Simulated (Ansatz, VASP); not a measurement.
# AlNi: VASP beside Ansatz

Contents of INCAR:

```
ALGO     = Normal         # electronic algorithm
EDIFF    = 1E-7           # SCF threshold, eV
ENCUT    = 520            # plane-wave cutoff, eV
GGA      = PE             # functional
ISIF     = 2              # what is computed and relaxed
ISMEAR   = -1             # smearing method
ISPIN    = 2              # spin polarisation
LASPH    = T              # aspherical terms in the spheres
LCHARG   = F              # write CHGCAR
LMAXMIX  = 4              # l up to which the mixer works
LORBIT   = 11             # projections on sites
LREAL    = F              # projectors in reciprocal space
LWAVE    = F              # write WAVECAR
MAGMOM   = 1 0            # initial moments
NBANDS   = 18             # bands
NELM     = 120            # most SCF steps
PREC     = Accurate       # precision mode
SIGMA    = 0.05           # smearing width, eV
```

File KPOINTS:

```
k-points
0
Gamma
  9 9 9
```

Contents of POSCAR:

```
AlNi
1.0
    2.9375045414      0.0000000000      0.0000000000
    0.0000000000      2.9375045414      0.0000000000
    0.0000000000      0.0000000000      2.9375045414
Ni Al
1 1
Direct
    0.5000000000      0.5000000000      0.5000000000
    0.0000000000      0.0000000000      0.0000000000
```

input.yaml

```yaml
crystal:
  lattice:
    - [2.9375045414, 0.0, 0.0]
    - [0.0, 2.9375045414, 0.0]
    - [0.0, 0.0, 2.9375045414]
  atoms:
    - { symbol: Ni, position: [0.5, 0.5, 0.5], spin: 1.0 }
    - { symbol: Al, position: [0.0, 0.0, 0.0] }
hamiltonian:
  xc: pbe
  pseudopotentials: { kind: paw }
magnetization:
  spin_polarized: true
kpoints:
  mp_grid: { grid: [9, 9, 9] }
scf:
  occupations: { method: fermi_dirac, width: 0.05 }
output:
  forces: true
  stress: true
  eigenvalues: true
```

Change from the starting cell: volume scaled by 1.06.

Alike in both runs: task single point; functional PBE; k mesh 9 × 9 × 9; occupations fermi-dirac, width 0.05 eV; collinear spin, ferromagnetic start.

|  | VASP | Ansatz |
| --- | --- | --- |
| version | VASP 6.6.1 | Ansatz 0.2.0 |
| potentials or method | VASP PAW PBE potentials, release 64 (Ni, Al) | Ansatz PAW |
| plane-wave cutoff (eV) | 520 | 420 |
| valence electrons in the cell | 13 | 21 |

|  | VASP | Ansatz | Ansatz less VASP |
| --- | --- | --- | --- |
| gap on the k mesh at the Fermi level (eV) | none | none | - |
| pressure (GPa) | -6.7 | -6.7 | -0.02 |
| net moment per atom (μB) | 0.00 | 0.00 | 0.000 |

A gap of «none» marks a metal or a gap that the smearing closes. The functional is the same, so the differences come from potentials, cutoffs and numerics. The two sets of potentials don't hold the same shells in valence.

Caveats: the starting moments weren't kept (Ansatz).
